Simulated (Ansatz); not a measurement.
Zone-centre modes in WC

All numbers below come from DFT PBEsol, scalar-relativistic, plane waves, PAW in Ansatz. Cutoff 420 eV, Γ-centred 24×24×22 k-points, Gaussian smearing of 0.15 eV. Spin–orbit coupling is left out, which can shift energies with elements as heavy as these. No spin polarisation.

Zero of the scan (relaxed at this level):

```
CELL_PARAMETERS angstrom
2.89841 0.00000 0.00000
-1.44921 2.51010 0.00000
0.00000 0.00000 2.82761
ATOMIC_POSITIONS crystal
W 0.00000 0.00000 0.00000
C 0.66667 0.33333 0.50000
```

Harmonic modes by finite displacements of 0.02 Å, without the LO–TO term.

Question: At this geometry, is the structure stable against these modes?

Answer: Yes: no mode is imaginary beyond 10 cm⁻¹, and only the three translations lie near zero.

Question: List the wavenumbers in cm⁻¹.

Answer: 0, 0, 0, 591, 622, 622.

Cost: 1 run of about 3.6 core-minutes, on Intel Xeon Platinum 8259CL (Skylake/Cascade Lake) (shared hosts).